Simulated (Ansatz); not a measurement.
# Ag: the order of phases, with spin-orbit coupling

Aim: relax Ag in several structures (fcc, bcc, hcp) and rank them by energy, with spin-orbit coupling. The runs shown use PAW and LAPW.

Method: DFT PBE, with the methods named in each step, in Ansatz 0.2.0.

**1. The starting structure**

Symmetry: Fm-3m, No. 225, cubic system. Conventional cell: a = 4.147 Å, b = 4.147 Å, c = 4.147 Å, α = 90.00°, β = 90.00°, γ = 90.00°. Around Ag (site symmetry m-3m) lie 12 Ag at 2.93 Å.

Structure file:

```
CELL_PARAMETERS angstrom
0.00000 2.07344 2.07344
2.07344 0.00000 2.07344
2.07344 2.07344 0.00000
ATOMIC_POSITIONS crystal
Ag 0.00000 0.00000 0.00000
```

**2. Fcc relaxed, PAW**

Input file input.yaml:

```yaml
crystal:
  lattice:
    - [0.0, 2.0734371548, 2.0734371548]
    - [2.0734371548, 0.0, 2.0734371548]
    - [2.0734371548, 2.0734371548, 0.0]
  atoms:
    - { symbol: Ag, position: [0.0, 0.0, 0.0] }
kpoints:
  mp_grid: { grid: [17, 17, 17] }
scf:
  occupations: { method: fermi_dirac, width: 0.05 }
hamiltonian:
  xc: pbe
  pseudopotentials: { kind: paw_fr }
output:
  forces: true
  stress: true
  write_density: true
  write_potential: true
  elf: true
  volumetric_format: npy
relax:
  f_tol: 0.005
  max_steps: 40
  cell: {}
magnetization:
  noncollinear: true
  spin_orbit: true
```

Run with:

```bash
ansatz run input.yaml --threads 2 --pin off --max-ram 6144MiB --backend cpu --events-out ev --progress --plain --runs-dir out
```

Further steps of the session: Fcc relaxed, LAPW; Bcc relaxed, PAW; Bcc relaxed, LAPW; Hcp relaxed, PAW; Hcp relaxed, LAPW.

**Question.** What will these runs give? Wanted: lowest (for each run or level that gives them).

The runs gave:

| quantity | value |
| --- | --- |
| lowest (LAPW) | fcc, 0.6 meV/atom under hcp |
| lowest (PAW) | fcc, 0.6 meV/atom under hcp |

In words: By LAPW the order is fcc ≈ hcp < bcc; the first two lie within 0.6 meV/atom, too close to call. By PAW the order is fcc ≈ hcp < bcc; the first two lie within 0.6 meV/atom, too close to call. The methods agree on the lowest phase. Only these structures were tried, with electrons smeared by 0.05 eV and without vibrations, so the true ground state may be another. The k meshes differ between phases and weren't tested, which can move differences by some meV.
